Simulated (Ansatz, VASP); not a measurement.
# One calculation of KCl, two programs

```
K Cl
1.0
     3.73540    0.00000    0.00000
     0.00000    3.73540    0.00000
     0.00000    0.00000    3.73540
K Cl
1 1
Direct
  0.00000 0.00000 0.00000
  0.50000 0.50000 0.50000
```

Alike in both runs: task single point; functional PBEsol; k mesh 6 × 6 × 6; occupations gaussian, width 0.02 eV; no spin polarisation.

```csv
,VASP,Ansatz
version,VASP 6.6.1,Ansatz 0.2.0
potentials or method,"VASP PAW PBE potentials, release 64 (K_sv, Cl)","scalar-relativistic, plane waves, PAW"
plane-wave cutoff (eV),520,420
valence electrons in the cell,16,16
```

```csv
,VASP,Ansatz,Ansatz less VASP
gap on the k mesh at the Fermi level (eV),4.96,4.97,+0.004
least direct gap on the mesh (eV),5.19,5.19,+0.003
pressure (GPa),0.1,0.0,-0.05
```

Caveats: the PAW data sets were made with another functional, which shifts forces and pressure a little (VASP). A k mesh can miss the band edges.
